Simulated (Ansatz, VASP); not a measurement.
BN: VASP beside Ansatz

```
B N
1.0
     2.55000    0.00000    0.00000
    -1.27500    2.20836    0.00000
     0.00000    0.00000    4.21000
B N
2 2
Direct
  0.33333 0.66667 0.00000
  0.66667 0.33333 0.50000
  0.33333 0.66667 0.37400
  0.66667 0.33333 0.87400
```

Measurements of this composition are mostly on another form, of space group No. 194.

Alike in both runs: task single point; functional LDA; k mesh 9 × 9 × 4; occupations gaussian, width 0.1 eV; no spin polarisation.

```csv
,VASP,Ansatz
version,VASP 6.6.1,Ansatz 0.2.0
potentials or method,"VASP PAW LDA potentials, release 64 (B, N)","scalar-relativistic, plane waves, PAW"
plane-wave cutoff (eV),520,420
valence electrons in the cell,16,16
```

```csv
,VASP,Ansatz,Ansatz less VASP
gap on the k mesh at the Fermi level (eV),4.93,4.95,+0.020
least direct gap on the mesh (eV),8.11,8.11,+0.005
pressure (GPa),-10.4,-11.4,-1.06
largest component of the traceless stress (GPa),1.32,1.33,+0.009
rms of the force components (eV/Å),0.036,0.037,+0.0011
```

Atom by atom the forces differ by 0.001 eV/Å (rms over components). Ansatz warned: «pseudo_functional_mismatch».

Caveats: an odd mesh through Γ misses points on the zone boundary, where band edges often lie.
